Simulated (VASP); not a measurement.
Write the native input for VASP 6.6.1 that does the following.

```
Task                               : band structure
Functional                         : PBE-EpsX
Potentials or basis                : VASP PAW PBE potentials, release 64 (Se, Mg)
Cutoff                             : 520 eV
k mesh                             : 6 × 6 × 6
Occupations                        : gaussian, width 0.02 eV
Spin                               : no spin polarisation
Grid for exact exchange (PRECFOCK) : Fast
Exchange at q = 0                  : truncated
Share of exact exchange            : 0.1502
Further INCAR settings             : ALGO = Normal; EDIFF = 1e-06
```

The system is MgSe.

```
CELL_PARAMETERS angstrom
0.00000 2.72550 2.72550
2.72550 0.00000 2.72550
2.72550 2.72550 0.00000
ATOMIC_POSITIONS crystal
Se 0.50000 0.50000 0.50000
Mg 0.00000 0.00000 0.00000
```

One way to write it, as run:

POSCAR

```
MgSe
1.0
    0.0000000000      2.7255000000      2.7255000000
    2.7255000000      0.0000000000      2.7255000000
    2.7255000000      2.7255000000      0.0000000000
Se Mg
1 1
Direct
    0.5000000000      0.5000000000      0.5000000000
    0.0000000000      0.0000000000      0.0000000000
```

INCAR.step1

```
SYSTEM = MgSe
PREC = Accurate ; ENCUT = 520
EDIFF = 1E-8 ; ISMEAR = 0
SIGMA = 0.02 ; LREAL = .False.
LASPH = .True. ; NELM = 100
ALGO = Normal ; ISIF = 2
LWAVE = .False. ; LCHARG = .False.
GGA = PE ; LEPSILON = .True.
```

KPOINTS.step1

```
Automatic mesh
0
G
  8 8 8
  0 0 0
```

INCAR.step2

```
SYSTEM = MgSe
PREC = Accurate ; ENCUT = 520
EDIFF = 1E-5 ; ISMEAR = 0
SIGMA = 0.02 ; LREAL = .False.
LASPH = .True. ; NELM = 100
ALGO = Normal ; ISIF = 2
LWAVE = .True. ; LCHARG = .False.
GGA = PE
```

KPOINTS.step2

```
Automatic mesh
0
Gamma
  6 6 6
  0 0 0
```

INCAR.step3

```
SYSTEM = MgSe
PREC = Accurate ; ENCUT = 520
EDIFF = 1E-6 ; ISMEAR = 0
SIGMA = 0.02 ; LREAL = .False.
LASPH = .True. ; NELM = 100
ALGO = Normal ; ISIF = 2
LWAVE = .False. ; LCHARG = .False.
GGA = PE ; LHFCALC = .True.
AEXX = 0.1502 ; PRECFOCK = Fast
ISTART = 1 ; HFRCUT = -1
```

KPOINTS.step3

```
Automatic mesh
0
Gamma
  6 6 6
  0 0 0
```

KPOINTS_OPT

```
path GXWKGLUWLK,UX
8
line-mode
reciprocal
 0.0000000000  0.0000000000  0.0000000000  G
 0.5000000000  0.0000000000  0.5000000000  X

 0.5000000000  0.0000000000  0.5000000000  X
 0.5000000000  0.2500000000  0.7500000000  W

 0.5000000000  0.2500000000  0.7500000000  W
 0.3750000000  0.3750000000  0.7500000000  K

 0.3750000000  0.3750000000  0.7500000000  K
 0.0000000000  0.0000000000  0.0000000000  G

 0.0000000000  0.0000000000  0.0000000000  G
 0.5000000000  0.5000000000  0.5000000000  L

 0.5000000000  0.5000000000  0.5000000000  L
 0.6250000000  0.2500000000  0.6250000000  U

 0.6250000000  0.2500000000  0.6250000000  U
 0.5000000000  0.2500000000  0.7500000000  W

 0.5000000000  0.2500000000  0.7500000000  W
 0.5000000000  0.5000000000  0.5000000000  L

 0.5000000000  0.5000000000  0.5000000000  L
 0.3750000000  0.3750000000  0.7500000000  K

 0.6250000000  0.2500000000  0.6250000000  U
 0.5000000000  0.0000000000  0.5000000000  X
```

Potentials or basis: VASP PAW PBE potentials, release 64 (Se, Mg).

Command:

```sh
$ cat potpaw_PBE.64/Se/POTCAR potpaw_PBE.64/Mg/POTCAR > POTCAR
$ cp INCAR.step1 INCAR
$ cp KPOINTS.step1 KPOINTS
$ mpirun -np 1 vasp_std > vasp.out
$ cp INCAR.step2 INCAR
$ cp KPOINTS.step2 KPOINTS
$ mpirun -np 1 vasp_std > vasp.out
$ cp INCAR.step3 INCAR
$ cp KPOINTS.step3 KPOINTS
$ mpirun -np 1 vasp_std > vasp.out
```

It gave:

| Quantity | Value |
| --- | --- |
| Pressure | 0.9 GPa |
| Band gap on the k mesh | 2.71 eV, indirect (least direct gap 3.58 eV) |
| Band gap along the path | 2.71 eV, indirect (least direct gap 3.58 eV) |

Caveat: the PAW data sets were made with another functional, which shifts forces and pressure a little.

Run time: 14 min on 1 thread of Intel(R) Xeon(R) Platinum 8488C (Sapphire Rapids), on a shared host, peak memory 0.22 GiB.
